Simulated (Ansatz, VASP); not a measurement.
Two plane-wave programs on Sb

```
Sb
1.0
    -1.95539    1.95539    1.95539
     1.95539   -1.95539    1.95539
     1.95539    1.95539   -1.95539
Sb
1
Direct
  0.00000 0.00000 0.00000
```

Alike in both runs: task single point; functional revPBE; k mesh 13 × 13 × 13; occupations fermi-dirac, width 0.1 eV; no spin polarisation.

```csv
,VASP,Ansatz
version,VASP 6.6.1,Ansatz 0.2.0
potentials or method,"VASP PAW PBE potentials, release 64 (Sb)","plane waves (420 eV) with PAW, scalar-relativistic"
plane-wave cutoff (eV),520,420
valence electrons in the cell,5,15
```

Ansatz gave:

```
pressure (GPa) : -3.6
```

Problem. Which values does VASP return?

Solution. Pressure (GPa): -3.8.

The two sets of potentials don't hold the same shells in valence.

Caveats: the PAW data sets were made with another functional, which shifts forces and pressure a little (VASP). Spin-orbit coupling is left out, which matters for the levels of Sb.
